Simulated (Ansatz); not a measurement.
**CaF2: under pressure**

An exercise on one series of results from a longer session: the logs are not shown, and one member is left open.

Method: DFT PBE, scalar-relativistic, plane waves, PAW, in Ansatz 0.2.0.

2 further runs of the same task are left out: 2 set aside as unsound or not needed.

### The structure to begin with

It takes space group Fm-3m (No. 225, cubic). The conventional cell has a = 5.512 Å, b = 5.512 Å, c = 5.512 Å, α = 90.00°, β = 90.00°, γ = 90.00°. Around Ca (site symmetry m-3m) lie 8 F at 2.39 Å. Around F (site symmetry -43m) lie 4 Ca at 2.39 Å.

Coordinates:

```
CELL_PARAMETERS angstrom
0.00000 2.75588 2.75588
2.75588 0.00000 2.75588
2.75588 2.75588 0.00000
ATOMIC_POSITIONS crystal
Ca 0.00000 0.00000 0.00000
F 0.75000 0.75000 0.75000
F 0.25000 0.25000 0.25000
```

It goes back to an entry of the Materials Project, which need not be the stable form.

It is the result of an earlier relaxation at this level (volume 13.95 Å³/atom; gap on the mesh: 7.14 eV).

The first run:

Contents of input.yaml:

```yaml
crystal:
  lattice:
    - [0.0, 2.781733717, 2.781733717]
    - [2.781733717, 0.0, 2.781733717]
    - [2.781733717, 2.781733717, 0.0]
  atoms:
    - { symbol: Ca, position: [0.0, 0.0, 0.0] }
    - { symbol: F, position: [0.75, 0.75, 0.75] }
    - { symbol: F, position: [0.25, 0.25, 0.25] }
basis:
  ecutwfc: 420
kpoints:
  mp_grid: { grid: [8, 8, 8] }
hamiltonian:
  xc: pbe
scf:
  occupations: { method: gaussian, width: 0.02 }
output:
  forces: true
  stress: true
  eigenvalues: true
relax:
  adjacent_minimum: "off"
  f_tol: 0.008
  max_steps: 50
  cell: { stress_tol: 0.08, p_target: -3.0 }
```

On the command line:

```console
$ ansatz run input.yaml --threads 1 --pin off --max-ram 2560MiB --backend cpu --events-out ev --progress --plain --runs-dir out
```

Among the steps run: -3 GPa; Band edges over the zone at -3 GPa; Relaxing at 3 GPa; The gap over the whole zone at 3 GPa; Target pressure 8 GPa; The gap over the whole zone at 8 GPa; 15 GPa; The gap over the whole zone at 15 GPa; Target pressure 30 GPa; Seeking the band edges at 30 GPa; Target pressure 60 GPa; The gap over the whole zone at 60 GPa.

One of the session's tables, all rows but one given; the rest of the session is left out.

It belongs to the step «Volume, cell and gap against pressure». Lengths are those of the vectors of the cell that was run:

| P (GPa) | V (Å³/atom) | a (Å) | b (Å) | c (Å) | ΔH (eV/atom) |
| --- | --- | --- | --- | --- | --- |
| -3 | 14.55 | 3.952 | 3.952 | 3.952 | -0.267 |
| 0 | 13.95 | 3.897 | 3.897 | 3.897 | 0.000 |
| 3 | 13.46 | 3.851 | 3.851 | 3.851 | 0.256 |
| 8 | 12.80 | 3.787 | 3.787 | 3.787 | 0.666 |
| 15 | 12.11 | 3.717 | 3.717 | 3.717 | 1.210 |
| 30 | ? | ? | ? | ? | ? |
| 60 | 9.81 | 3.466 | 3.466 | 3.466 | 4.236 |

**Question.** Estimate the row for P (GPa) = 30.

Worked estimate for «V (Å³/atom)». A straight line through the neighbours (15, 12.11) and (60, 9.81) gives 12.11 + (9.81 − 12.11) × (30 − 15) / (60 − 15) = 11.34; a parabola fitted to 3 rows on both sides gives 10.93.

The run gave: V (Å³/atom): 11.08; a (Å): 3.609; b (Å): 3.609; c (Å): 3.609; ΔH (eV/atom): 2.291. In «V (Å³/atom)» the line misses by +0.26 and the parabola by -0.15.

ΔH is E + PV over the energy at zero pressure; a, b and c are the vectors of the computed cell.

To keep in mind: Other structures may take over in this range; these runs cannot find them.
